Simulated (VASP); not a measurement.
# H under changes of volume

One of the cells (12.015 Å³/atom); the others are scaled copies at fixed shape and fractional positions:

```xyz
2
Lattice="-1.7027 1.7027 2.0721 1.7027 -1.7027 2.0721 1.7027 1.7027 -2.0721" Properties=species:S:1:pos:R:3 pbc="T T T"
H     0.0000    0.0000    0.3735
H     0.0000    0.0000    3.7707
```

* Program: VASP 6.6.1
* Functional: PBE
* Potentials or basis: VASP PAW PBE potentials, release 64 (H)
* Cutoff: 520 eV
* k mesh: 11 × 11 × 11
* Occupations: fermi-dirac, width 0.05 eV
* Spin: no spin polarisation

```csv
volume (Å³/atom),energy over the lowest point (meV/atom),pressure (GPa),gap on the mesh (eV),largest force (eV/Å)
11.073,7.66,1.8,9.11,0.831
11.309,5.05,1.4,9.09,0.633
11.544,3.02,1.0,9.07,0.444
12.015,0.57,0.3,9.03,0.091
12.251,?,?,?,?
12.487,0.00,-0.3,8.98,0.232
```

Problem. What does the run at 12.251 Å³/atom give?

Solution. Energy over the lowest point 0.07 meV/atom; pressure 0.0 GPa; gap on the mesh 9.01 eV; largest force 0.074 eV/Å.

Worked out: A Birch-Murnaghan fit of order 3 (a polynomial in V^(-2/3)) to the other rows has its minimum at 12.40 Å³/atom with B0 = V·E''(V) = 15.0 GPa and B' = 2.8 at fixed shape and positions, which overstates the stiffness. It gives 0.06 meV/atom at 12.251 Å³/atom, against the run's 0.07, and -dE/dV = 0.2 GPa, against 0.0. A straight line through the other rows of the gap, of slope -1.07 eV per unit of ln V, gives 9.00 eV, against the run's 9.01.

Energies are extrapolated to zero smearing.

Caveats: an odd mesh through Γ misses points on the zone boundary, where band edges often lie.
